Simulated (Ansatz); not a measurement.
# Dielectric response of LiCl (001) films, part 2 of 5

How well do thin rocksalt LiCl (001) films screen a perpendicular field?

Ansatz 0.2.0; plane-wave DFT, LDA, Ansatz PAW.

So far. Step 2 (Relaxation, 6 atoms, units 3): The gap is 5.67 eV, with the valence edge 7.14 eV and the conduction edge 1.47 eV under the upper vacuum level.

## Step 3: Single point on the relaxed film, 6 atoms, units 3

The film was relaxed beforehand; a single point on the relaxed positions gives its levels and potential.

Contents of input.yaml:

```yaml
crystal:
  lattice:
    - [3.63452886, 0.0, 0.0]
    - [0.0, 3.63452886, 0.0]
    - [0.0, 0.0, 23.14]
  atoms:
    - { symbol: Li, position: [0.5, 0.5, 0.3987224198] }
    - { symbol: Cl, position: [0.0, 0.0, 0.393193362] }
    - { symbol: Li, position: [0.0, 0.0, 0.4999999998] }
    - { symbol: Cl, position: [0.5, 0.5, 0.4999999988] }
    - { symbol: Li, position: [0.5, 0.5, 0.6012775813] }
    - { symbol: Cl, position: [0.0, 0.0, 0.6068066384] }
kpoints:
  mp_grid: { grid: [8, 8, 1] }
hamiltonian:
  xc: lda
scf:
  occupations: { method: fixed }
  convergence: { dr2_threshold: 1.0e-09 }
efield:
  axis: 3
  dipole_correction: true
  ramp_position: 0.97
  ramp_width: 0.06
output:
  eigenvalues: true
  write_potential: true
  write_density: true
  volumetric_format: npy
```

Command:

```
ansatz run input.yaml --threads 4 --pin off --max-ram 6144MiB --backend cpu --events-out ev --progress --plain --runs-dir out
```

Numbers of over 12 decimals in the logs are rounded to 6 here.

The log of the run:

```text
[...]
Crystal: 6 atoms, lattice volume = 305.675 Å³
Basis set: ecut = 420 eV, 5933 PW (Γ)
Bands: 21, of which v1, the nominal top of the filled ones, is band 15 counted from 1 (14 counted from 0)
Symmetry: 8 space group operations
k-points: 15 of 64
[...]
SCF iter   1: F=—  HF=-3747.913056 eV  |F-HF|=—  |Δ(HF+E_count)|=         —  Δρ=3.79e-3  dr2=3.43e-2  ethr=1.77e-3  p=0.000 e·Å  D=1.22e-8 V/Å  ΔV_dip=-0.00 eV  dr2_dipole=1.83e-9  V_vac-E_F(+/−)=7.13/7.13 eV  ⟨swp⟩=5.5  Hψ=1432  notcnv=0  defer=53
[...]
SCF iter   8: F=-3747.890875 eV  HF=-3747.890875 eV  |F-HF|=4.77e-11  |Δ(HF+E_count)|=  4.83e-10  Δρ=1.67e-7  dr2=1.06e-10  ethr=3.33e-12  p=-0.000 e·Å  D=-1.93e-7 V/Å  ΔV_dip=0.00 eV  dr2_dipole=4.35e-13  V_vac-E_F(+/−)=7.14/7.14 eV  ⟨swp⟩=20.1  Hψ=2073  notcnv=0
SCF 1 converged in 8 iterations: F = -3747.890875 eV  dr2 = 1.06e-10
[...]
SCF converged after 8 iterations
Free energy (F): -3747.890875 eV
[...]
Internal energy: -3747.890875 eV  (E = F + TS)
E sigma→0 (E₀):  -3747.890875 eV
Fermi energy:    -4.282143 eV
Dipole field:    D = 0.000001 V/Å  (p = 0.000001 e·Å, saw-weighted, corrected)
Work function:   Φ+ = 7.1375 eV   Φ− = 7.1375 eV
[...]
--- Band table (eV; the first three rows and the last of 15) ---
  k-point 0: bands = [... 11 lower, -4.6755, -4.6255, -4.3128, -4.3128, 1.3847, 1.6851, 2.8781, 3.3662, ... 2 higher]
  k-point 1: bands = [... 11 lower, -4.6282, -4.5783, -4.4738, -4.2997, 1.6557, 1.8059, 3.0607, 3.5108, ... 2 higher]
  k-point 2: bands = [... 11 lower, -4.7387, -4.5450, -4.5091, -4.2821, 2.0692, 2.2505, 3.1734, 3.6099, ... 2 higher]
  k-point 14: bands = [... 11 lower, -5.5456, -5.5456, -4.9101, -4.8774, 3.3391, 3.6064, 4.2196, 4.2373, ... 2 higher]
```

The job ended after 2.6 s (4 threads of Arm Neoverse V2, shared host; peak memory 0.52 GiB; 9.8 s of CPU time).

Numbers from this step:

| Quantity | Value |
| --- | --- |
| dipole along the normal | 8.87e-7 e·Å |

Running mean over 2.57 Å of the planar mean; the ramp of the sawtooth is left out. Electron's electrostatic potential energy less the highest filled level against z:

```
z (Å)  electron's electrostatic potential energy less the highest filled level (eV)
  3.5                                                                          7.14
  4.0                                                                          7.14
  4.5                                                                          7.14
  5.0                                                                          7.14
  5.5                                                                          7.13
  6.0                                                                          7.12
  6.5                                                                          7.06
  7.0                                                                          6.77
  7.5                                                                          5.51
  8.0                                                                          3.08
  8.5                                                                          1.22
  9.0                                                                         0.692
  9.5                                                                         0.486
 10.0                                                                        0.0773
 10.5                                                                       -0.0945
 11.0                                                                         0.274
 11.5                                                                         0.462
 12.0                                                                         0.372
 12.5                                                                       -0.0260
 13.0                                                                       -0.0306
 13.5                                                                         0.398
 14.0                                                                         0.631
 14.5                                                                         0.987
 15.0                                                                          2.42
 15.5                                                                          4.90
 16.0                                                                          6.56
 16.5                                                                          7.02
 17.0                                                                          7.11
 17.5                                                                          7.13
 18.0                                                                          7.14
 18.5                                                                          7.14
 19.0                                                                          7.14
 19.5                                                                          7.14
 20.0                                                                          7.14
```

The gap is 5.67 eV, with the valence edge 7.14 eV and the conduction edge 1.47 eV under the upper vacuum level.

## Step 4: Single point, 6 atoms, units 3, field 0.1 V/Å

A sawtooth potential applies the field, turning back in the middle of the vacuum. With the dipole correction the typed value is the field outside the slab. The induced dipole is small, so the SCF threshold is tight.

input.yaml, as its differences from that of step 3:

```diff
@@ -18,3 +18,3 @@
   occupations: { method: fixed }
-  convergence: { dr2_threshold: 1.0e-09 }
+  convergence: { dr2_threshold: 1.0e-10 }
 efield:
@@ -24,4 +24,4 @@
   ramp_width: 0.06
+  amplitude: 0.1
 output:
-  eigenvalues: true
   write_potential: true
```

The log of the run:

```text
[...]
Crystal: 6 atoms, lattice volume = 305.675 Å³
Basis set: ecut = 420 eV, 5933 PW (Γ)
Bands: 21, of which v1, the nominal top of the filled ones, is band 15 counted from 1 (14 counted from 0)
Symmetry: 8 space group operations
k-points: 15 of 64
[...]
SCF iter   1: F=—  HF=-3748.477913 eV  |F-HF|=—  |Δ(HF+E_count)|=         —  Δρ=1.41e-2  dr2=1.66e0  ethr=3.10e-3  p=0.056 e·Å  D=3.32e-2 V/Å  ΔV_dip=-0.77 eV  dr2_dipole=6.27e-4  V_vac-E_F(+/−)=10.86/9.54 eV  ⟨swp⟩=5.2  Hψ=1471  notcnv=0  defer=53
[...]
SCF iter  10: F=-3747.892815 eV  HF=-3747.892815 eV  |F-HF|=0.00e0  |Δ(HF+E_count)|=  6.28e-10  Δρ=8.57e-8  dr2=9.46e-12  ethr=1.00e-12  p=0.039 e·Å  D=2.30e-2 V/Å  ΔV_dip=-0.53 eV  dr2_dipole=5.96e-14  V_vac-E_F(+/−)=7.88/6.32 eV  ⟨swp⟩=14.9  Hψ=1839  notcnv=0
SCF 1 converged in 10 iterations: F = -3747.892815 eV  dr2 = 9.46e-12
[...]
SCF converged after 10 iterations
[...]
Free energy (F): -3747.892815 eV
[...]
Internal energy: -3747.892815 eV  (E = F + TS)
E sigma→0 (E₀):  -3747.892815 eV
Fermi energy:    -4.258346 eV
Dipole field:    D = 0.022966 V/Å  (p = 0.038795 e·Å, saw-weighted, corrected)
Work function:   not extracted (applied field tilts the vacuum); planar V_es + V_field profile in the machine report
[...]
--- Band table (eV; the first three rows and the last of 15) ---
  k-point 0: bands = [... 11 lower, -4.6846, -4.6205, -4.3017, -4.3017, 1.3046, 1.7469, 2.6213, 3.4647, ... 2 higher]
  k-point 1: bands = [... 11 lower, -4.6386, -4.5734, -4.4662, -4.2872, 1.5368, 1.9085, 2.8005, 3.5264, ... 2 higher]
  k-point 2: bands = [... 11 lower, -4.7416, -4.5360, -4.5257, -4.2636, 1.9649, 2.3403, 3.1626, 3.3207, ... 2 higher]
  k-point 14: bands = [... 11 lower, -5.5406, -5.5406, -4.9765, -4.8120, 3.3039, 3.6392, 4.2182, 4.2334, ... 2 higher]
```

Elapsed: 3.2 s, on 4 threads; peak memory 0.5 GiB; 11 s of CPU time.

This step gave:

- gap on the k-mesh: 5.563 eV
- dipole along the normal: 0.03880 e·Å

The dipole is 0.0388 e·Å, and the gap on the mesh 5.563 eV.

## Step 5: Single point, 6 atoms, units 3, field -0.1 V/Å

input.yaml, as its differences from that of step 4:

```diff
@@ -24,3 +24,3 @@
   ramp_width: 0.06
-  amplitude: 0.1
+  amplitude: -0.1
 output:
```

The log of the run:

```text
[...]
Crystal: 6 atoms, lattice volume = 305.675 Å³
Basis set: ecut = 420 eV, 5933 PW (Γ)
Bands: 21, of which v1, the nominal top of the filled ones, is band 15 counted from 1 (14 counted from 0)
Symmetry: 8 space group operations
k-points: 15 of 64
[...]
k-point 0: bands = [... 11 lower, -4.6846, -4.6205, -4.3017, -4.3017, 1.3046, 1.7469, 2.6213, 3.4647, ... 2 higher]
  k-point 1: bands = [... 11 lower, -4.6386, -4.5734, -4.4662, -4.2872, 1.5368, 1.9085, 2.8005, 3.5264, ... 2 higher]
  k-point 2: bands = [... 11 lower, -4.7416, -4.5360, -4.5257, -4.2636, 1.9649, 2.3403, 3.1626, 3.3207, ... 2 higher]
  k-point 14: bands = [... 11 lower, -5.5406, -5.5406, -4.9765, -4.8120, 3.3039, 3.6392, 4.2182, 4.2334, ... 2 higher]
[key lines of the parts left out:]
SCF converged after 10 iterations
Free energy (F): -3747.892815 eV
Fermi energy:    -4.258345 eV
Dipole field:    D = -0.022966 V/Å  (p = -0.038795 e·Å, saw-weighted, corrected)
```

Wall time 2.7 s (4 threads); peak memory 0.5 GiB; 10 s of CPU time.

The dipole is -0.0388 e·Å, and the gap on the mesh 5.563 eV.

## Step 6: Response with the atoms held, 6 atoms, units 3

This step: plane-wave DFT, LDA, Ansatz PAW; response to a field along the normal, atoms held (Ansatz 0.2.0).

The two fields give this film's response with the atoms held: the electronic part.

Numbers from this step:

* equivalent conductor thickness p/(ε₀AE): 5.314 Å
* distance between the outer atoms: 4.943 Å
* thickness: 7.71 Å

Local field over the applied field, running mean. From the potentials at -0.1 and 0.1 V/Å; running mean over 2.57 Å, taken twice. The local field over applied field by z:

z (Å), local field over applied field and a bar from the least value:
```
      4.5      0.998 ##############################
      5.0      0.994 ##############################
      5.5      0.981 #############################
      6.0      0.952 ############################
      6.5      0.897 ##########################
      7.0      0.813 ######################
      7.5      0.706 #################
      8.0      0.590 ############
      8.5      0.482 #######
      9.0      0.399 ####
      9.5      0.346 #
     10.0      0.322 
     10.5      0.318 
     11.0      0.321 
     11.5      0.323 
     12.0      0.322 
     12.5      0.319 
     13.0      0.320 
     13.5      0.337 #
     14.0      0.381 ###
     14.5      0.456 ######
     15.0      0.558 ###########
     15.5      0.674 ################
     16.0      0.785 #####################
     16.5      0.876 #########################
     17.0      0.939 ###########################
     17.5      0.975 #############################
     18.0      0.991 ##############################
     18.5      0.997 ##############################
```

Electrons, planar mean, per unit field. The induced electron density by z:

```
z (Å)  induced electron density (e/Å³ per V/Å)
  4.5                                   1.8e-6
  5.0                                   6.7e-6
  5.5                                   2.3e-5
  6.0                                   8.1e-5
  6.5                                   2.6e-4
  7.0                                   7.5e-4
  7.5                                  0.00183
  8.0                                  0.00321
  8.5                                  0.00247
  9.0                                   4.4e-4
  9.5                                 -0.00122
 10.0                                 -0.00155
 10.5                                   5.3e-4
 11.0                                  0.00138
 11.5                                   3.7e-4
 12.0                                 -0.00122
 12.5                                 -0.00106
 13.0                                  0.00110
 13.5                                  0.00149
 14.0                                   1.0e-4
 14.5                                 -0.00176
 15.0                                 -0.00337
 15.5                                 -0.00224
 16.0                                  -9.8e-4
 16.5                                  -3.5e-4
 17.0                                  -1.1e-4
 17.5                                  -3.3e-5
 18.0                                  -9.6e-6
 18.5                                  -2.6e-6
```

By hand: between -0.1 and 0.1 V/Å the dipole changes by 0.07759 e·Å, a slope of 0.3880 e·Å²/V. A perfect conductor of thickness t has p = ε₀AEt, so t = 180.95 × 0.3880 / 13.210 = 5.31 Å (e/ε₀ = 180.95 V·Å, A in Å²).

The induced dipole is that of a conductor 5.31 Å thick.

## Step 7: Field on, atoms free, 6 atoms, field 0.05 V/Å

This step: plane-wave DFT, LDA, Ansatz PAW (Ansatz 0.2.0).

Now the atoms may follow the field. A weak field makes forces of meV/Å to tens of meV/Å, so the force tolerance is set well below the usual one.

input.yaml, as its differences from that of step 5:

```diff
@@ -24,3 +24,6 @@
   ramp_width: 0.06
-  amplitude: -0.1
+  amplitude: 0.05
+relax:
+  f_tol: 0.0006
+  max_steps: 70
 output:
```

The log of the run:

```text
[...]
Crystal: 6 atoms, lattice volume = 305.675 Å³
Basis set: ecut = 420 eV, 5933 PW (Γ)
Bands: 21, of which v1, the nominal top of the filled ones, is band 15 counted from 1 (14 counted from 0)
Symmetry: 8 space group operations
k-points: 15 of 64
[...]
SCF iter   1: F=—  HF=-3748.476064 eV  |F-HF|=—  |Δ(HF+E_count)|=         —  Δρ=1.41e-2  dr2=1.66e0  ethr=3.10e-3  p=0.028 e·Å  D=1.66e-2 V/Å  ΔV_dip=-0.38 eV  dr2_dipole=1.56e-4  V_vac-E_F(+/−)=10.54/9.87 eV  ⟨swp⟩=5.3  Hψ=1438  notcnv=0  defer=54
[...]
SCF iter  10: F=-3747.891360 eV  HF=-3747.891360 eV  |F-HF|=7.28e-12  |Δ(HF+E_count)|=  5.57e-10  Δρ=8.25e-8  dr2=9.22e-12  ethr=1.00e-12  p=0.019 e·Å  D=1.15e-2 V/Å  ΔV_dip=-0.27 eV  dr2_dipole=1.37e-13  V_vac-E_F(+/−)=7.51/6.72 eV  ⟨swp⟩=7.0  Hψ=1544  notcnv=0
SCF 1 converged in 10 iterations: F = -3747.891360 eV  dr2 = 9.22e-12
[...]
relax step   1: F+E_penalty+E_count = -3747.89136013 eV  Δ(F+E_penalty+E_count) = +0.000e0 eV  max|allowed force component| = 1.933e-2 eV/Å  Δτ_max = 0.0000 Å  (10 SCF iters, accepted)
[...]
SCF iter   7: F=-3747.891449 eV  HF=-3747.891449 eV  |F-HF|=9.09e-13  |Δ(HF+E_count)|=  2.74e-10  Δρ=9.60e-8  dr2=2.46e-11  ethr=1.00e-12  p=0.025 e·Å  D=1.50e-2 V/Å  ΔV_dip=-0.35 eV  dr2_dipole=1.73e-12  V_vac-E_F(+/−)=7.48/6.77 eV  ⟨swp⟩=7.1  Hψ=1503  notcnv=0
SCF 2 converged in 7 iterations: F = -3747.891449 eV  dr2 = 2.46e-11
relax step   2: F+E_penalty+E_count = -3747.89144864 eV  Δ(F+E_penalty+E_count) = -8.851e-5 eV  max|allowed force component| = 2.018e-2 eV/Å  Δτ_max = 0.0056 Å  (7 SCF iters, accepted)
SCF iter   1: F=—  HF=-3747.891650 eV  |F-HF|=—  |Δ(HF+E_count)|=         —  Δρ=4.14e-5  dr2=1.42e-5  ethr=1.11e-6  p=0.025 e·Å  D=1.50e-2 V/Å  ΔV_dip=-0.35 eV  dr2_dipole=1.66e-8  V_vac-E_F(+/−)=7.48/6.77 eV  ⟨swp⟩=2.7  Hψ=742  notcnv=0  defer=60
[...]
SCF iter   6: F=-3747.891506 eV  HF=-3747.891506 eV  |F-HF|=2.46e-11  |Δ(HF+E_count)|=   1.51e-9  Δρ=1.31e-7  dr2=2.76e-11  ethr=1.00e-12  p=0.025 e·Å  D=1.48e-2 V/Å  ΔV_dip=-0.34 eV  dr2_dipole=3.80e-14  V_vac-E_F(+/−)=7.48/6.76 eV  ⟨swp⟩=5.2  Hψ=1661  notcnv=0
SCF 3 converged in 6 iterations: F = -3747.891506 eV  dr2 = 2.76e-11
relax step   3: F+E_penalty+E_count = -3747.89150619 eV  Δ(F+E_penalty+E_count) = -5.754e-5 eV  max|allowed force component| = 3.153e-3 eV/Å  Δτ_max = 0.0031 Å  (6 SCF iters, accepted)
[...]
relax step   4: F+E_penalty+E_count = -3747.89150786 eV  Δ(F+E_penalty+E_count) = -1.672e-6 eV  max|allowed force component| = 9.612e-4 eV/Å  Δτ_max = 0.0007 Å  (5 SCF iters, accepted)
SCF iter   1: F=—  HF=-3747.891508 eV  |F-HF|=—  |Δ(HF+E_count)|=         —  Δρ=5.25e-6  dr2=1.95e-7  ethr=5.37e-9  p=0.025 e·Å  D=1.50e-2 V/Å  ΔV_dip=-0.35 eV  dr2_dipole=1.57e-8  V_vac-E_F(+/−)=7.48/6.77 eV  ⟨swp⟩=2.0  Hψ=690  notcnv=0  defer=27
[...]
SCF iter   4: F=-3747.891508 eV  HF=-3747.891508 eV  |F-HF|=2.18e-11  |Δ(HF+E_count)|=  7.74e-10  Δρ=1.89e-7  dr2=9.42e-11  ethr=1.00e-12  p=0.025 e·Å  D=1.50e-2 V/Å  ΔV_dip=-0.35 eV  dr2_dipole=1.16e-11  V_vac-E_F(+/−)=7.48/6.77 eV  ⟨swp⟩=5.7  Hψ=1694  notcnv=0
SCF 5 converged in 4 iterations: F = -3747.891508 eV  dr2 = 9.42e-11
relax step   5: F+E_penalty+E_count = -3747.89150811 eV  Δ(F+E_penalty+E_count) = -2.507e-7 eV  max|allowed force component| = 3.427e-4 eV/Å  Δτ_max = 0.0003 Å  (4 SCF iters, accepted)
NSCF: frozen V_eff on 15 k-points
[...]
SCF converged after 4 iterations
[...]
Free energy (F): -3747.891508 eV
[...]
Internal energy: -3747.891508 eV  (E = F + TS)
E sigma→0 (E₀):  -3747.891508 eV
Fermi energy:    -4.281743 eV
Dipole field:    D = 0.014985 V/Å  (p = 0.025313 e·Å, saw-weighted, corrected)
Work function:   not extracted (applied field tilts the vacuum); planar V_es + V_field profile in the machine report
[...]
--- Forces (eV/Å), atoms counted from 1 ---
  atom   1  Li     0.00000000     0.00000000    -0.00013375
  atom   2  Cl     0.00000000     0.00000000    -0.00012055
  atom   3  Li     0.00000000     0.00000000     0.00012212
  atom   4  Cl    -0.00000000     0.00000000     0.00033401
  atom   5  Li    -0.00000000     0.00000000    -0.00013071
  atom   6  Cl    -0.00000000     0.00000000    -0.00012323
  max |Σ_I F_I| component: 5.21e-5 eV/Å
--- Band table (eV; the first three rows and the last of 15) ---
  k-point 0: bands = [... 11 lower, -4.6759, -4.6255, -4.3127, -4.3127, 1.3753, 1.6913, 2.8160, 3.4111, ... 2 higher]
  k-point 1: bands = [... 11 lower, -4.6286, -4.5783, -4.4737, -4.2995, 1.6382, 1.8205, 2.9977, 3.5298, ... 2 higher]
  k-point 2: bands = [... 11 lower, -4.7389, -4.5449, -4.5097, -4.2817, 2.0560, 2.2610, 3.1721, 3.5253, ... 2 higher]
  k-point 14: bands = [... 11 lower, -5.5457, -5.5457, -4.9141, -4.8736, 3.3359, 3.6090, 4.2189, 4.2368, ... 2 higher]
--- Relaxed structure (5 steps of the walk, 5 accepted, 0 SCFs on fresh bases) ---
  F+E_penalty+E_count = -3747.89150811 eV   max|allowed force component| = 3.427e-4 eV/Å
  atoms:
    - { symbol: Li, position: [0.5, 0.5, 0.398851] }
    - { symbol: Cl, position: [0, 0.0, 0.393031] }
    - { symbol: Li, position: [0, 0.0, 0.500092] }
    - { symbol: Cl, position: [0.5, 0.5, 0.499962] }
    - { symbol: Li, position: [0.5, 0.5, 0.601413] }
    - { symbol: Cl, position: [0, 0.0, 0.606652] }
```

Wall time 6.7 s (4 threads); peak memory 0.48 GiB; 25 s of CPU time.

No atom moved by 0.005 Å in the relaxation.

Numbers from this step:

| Property | Result |
| --- | --- |
| gap on the k-mesh | 5.657 eV |
| dipole along the normal | 0.02531 e·Å |

The relaxation took 5 steps and lowered the energy by 1.5e-4 eV; the largest force on the free atoms ends at 3.4e-4 eV/Å.

The dipole is 0.0253 e·Å, and the gap on the mesh 5.657 eV.

## Step 8: Relaxing in the field, 6 atoms, field -0.05 V/Å

The opposite sign, again from the field-free geometry; the difference of the two cancels what relaxes without a field.

input.yaml, as its differences from that of step 7:

```diff
@@ -24,3 +24,3 @@
   ramp_width: 0.06
-  amplitude: 0.05
+  amplitude: -0.05
 relax:
```

The log of the run:

```text
[...]
Crystal: 6 atoms, lattice volume = 305.675 Å³
Basis set: ecut = 420 eV, 5933 PW (Γ)
Bands: 21, of which v1, the nominal top of the filled ones, is band 15 counted from 1 (14 counted from 0)
Symmetry: 8 space group operations
k-points: 15 of 64
[...]
--- Relaxed structure (5 steps of the walk, 5 accepted, 0 SCFs on fresh bases) ---
  F+E_penalty+E_count = -3747.89150811 eV   max|allowed force component| = 3.418e-4 eV/Å
  atoms:
    - { symbol: Li, position: [0.5, 0.5, 0.398587] }
    - { symbol: Cl, position: [0, 0.0, 0.393348] }
    - { symbol: Li, position: [0, 0.0, 0.499908] }
    - { symbol: Cl, position: [0.5, 0.5, 0.500038] }
    - { symbol: Li, position: [0.5, 0.5, 0.601149] }
    - { symbol: Cl, position: [0, 0.0, 0.606969] }
[key lines of the parts left out:]
SCF converged after 4 iterations
Free energy (F): -3747.891508 eV
Fermi energy:    -4.281743 eV
Dipole field:    D = -0.014985 V/Å  (p = -0.025313 e·Å, saw-weighted, corrected)
```

The job ended after 6.8 s (4 threads; peak memory 0.48 GiB; 26 s of CPU time).

No atom moved by 0.005 Å in the relaxation.

The relaxation took 5 steps and lowered the energy by 1.5e-4 eV; the largest force on the free atoms ends at 3.4e-4 eV/Å.

The dipole is -0.0253 e·Å, and the gap on the mesh 5.657 eV.

(Continued in part 3 of 5.)

[Logs are printed without paths, hosts, clocks, repeated set-up lines and the standing remarks that a program may print on its own settings, such as how far it seeks lower states.]

[Hosts, paths, dates, database ids (printed as entryN), source tags and the programs' standing remarks are cut or masked in the printed files.]

[Maps of the electrostatic potential energy from Ansatz leave out the sawtooth potential of an applied field or a dipole correction, so their vacuum need not be flat; planar profiles and work functions include it.]
